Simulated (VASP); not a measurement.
Crystal: RbBr.

```
CELL_PARAMETERS angstrom
4.12608 0.00000 0.00000
0.00000 4.12608 0.00000
0.00000 0.00000 4.12608
ATOMIC_POSITIONS crystal
Rb 0.00000 0.00000 0.00000
Br 0.50000 0.50000 0.50000
```

The cell comes from a database or a generator and needn't be the stable form of this composition.

```yaml
Program: VASP 6.6.1
Task: relaxation of cell and atoms
Functional: PBE
Potentials_or_basis: VASP PAW PBE potentials, release 64 (Rb_sv, Br)
Cutoff: 600 eV
k_mesh: 6 × 6 × 6
Occupations: gaussian, width 0.02 eV
Spin: no spin polarisation
```

At the start: pressure 0.8 GPa; volume 35.12 Å³/atom.

Problem. How do energy, volume and symmetry change on relaxing?

Solution. Over 4 steps the energy falls by 4.7 meV/atom and the volume is 37.03 Å³/atom (+5.4 %); space group Pm-3m (No. 221, to 0.05 Å).

Step by step:
```tsv
step	energy change (eV)	largest force (eV/Å)	pressure (GPa)	volume (Å³)
1	0.0000	0.0000	0.84	70.24
2	-0.0072	0.0000	0.39	72.13
3	-0.0094	0.0000	-0.04	74.27
4	-0.0095	0.0000	0.00	74.07
```

Final structure:
```
CELL_PARAMETERS angstrom
4.19961 0.00000 0.00000
0.00000 4.19961 0.00000
0.00000 0.00000 4.19961
ATOMIC_POSITIONS crystal
Rb 0.00000 0.00000 0.00000
Br 0.50000 0.50000 0.50000
```
